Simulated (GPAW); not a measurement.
SiC:

```xyz
8
Lattice="3.0757 0.0000 0.0000 -1.5378 2.6636 0.0000 0.0000 0.0000 10.0706" Properties=species:S:1:pos:R:3 pbc="T T T"
Si    0.0000    0.0000    1.8922
Si    0.0000    0.0000    6.9275
Si    0.0000    1.7758    4.4094
Si    1.5378    0.8879    9.4447
C     0.0000    0.0000    0.0046
C     0.0000    0.0000    5.0400
C     0.0000    1.7758    2.5157
C     1.5378    0.8879    7.5510
```

The cell is a database's computed one.

Base run:

- Program: GPAW 26.7.0
- Functional: PBE
- Potentials or basis: JTH PAW 2.0, PBE
- Cutoff: 800 eV
- Basis: pw
- k mesh: 6 × 6 × 2
- Occupations: fermi-dirac, width 0.05 eV
- Spin: no spin polarisation

Its results: band gap on the k mesh 2.23 eV, indirect (least direct gap 3.37 eV); pressure 3.0 GPa; largest force 0.008 eV/Å.

Problem. After a change of settings the same cell gave: band gap on the k mesh 2.23 eV, indirect (least direct gap 3.36 eV); pressure 8.5 GPa; largest force 0.006 eV/Å. Which change was it?
A. functional from PBE to OLYP; potentials or basis from JTH PAW 2.0, PBE to PAW data sets generated in the run's folder for this functional
B. functional from PBE to RPBE; potentials or basis from JTH PAW 2.0, PBE to the program's PAW data sets (release 1.2.1) made for this functional
C. functional from PBE to r2SCAN; potentials or basis from JTH PAW 2.0, PBE to GPAW PAW data sets (gpaw-data 1.2.1)

Solution. B.

Caveats: the program truncates these outside data sets (some runs).

Not every run made on this cell is shown here.
